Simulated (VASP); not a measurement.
BeTe:

```
Te Be
1.0
     0.00000    2.77000    2.77000
     2.77000    0.00000    2.77000
     2.77000    2.77000    0.00000
Te Be
1 1
Direct
  0.75000 0.75000 0.75000
  0.00000 0.00000 0.00000
```

| Quantity | Value |
| --- | --- |
| Program | VASP 6.6.1 |
| Task | relaxation of cell and atoms |
| Functional | BLYP |
| Potentials or basis | VASP PAW PBE potentials, release 64 (Te, Be) |
| Cutoff | 600 eV |
| k mesh | 8 × 8 × 8 |
| Occupations | fermi-dirac, width 0.05 eV |
| Spin | no spin polarisation |

At the start: pressure 7.4 GPa; volume 21.25 Å³/atom.

Task: How do energy, volume and symmetry change on relaxing?

Result: Over 5 steps the energy falls by 54.9 meV/atom and the volume is 23.86 Å³/atom (+12.3 %); space group F-43m (No. 216, to 0.05 Å).

The path:
```
step  energy change (eV)  largest force (eV/Å)  pressure (GPa)  volume (Å³)
   1              0.0000                0.0000            7.45        42.51
   2             -0.1056                0.0000           -1.16        48.88
   3             -0.1098                0.0000            0.03        47.69
   4             -0.1098                0.0000           -0.08        47.80
   5             -0.1098                0.0000            0.01        47.72
```

Final structure:
```
CELL_PARAMETERS angstrom
0.00000 2.87884 2.87884
2.87884 0.00000 2.87884
2.87884 2.87884 0.00000
ATOMIC_POSITIONS crystal
Te 0.75000 0.75000 0.75000
Be 0.00000 0.00000 0.00000
```

Caveat: the PAW data sets were made with another functional, which shifts forces and pressure a little; the volume moved by +12 % from the deposited cell, more than functionals usually miss.
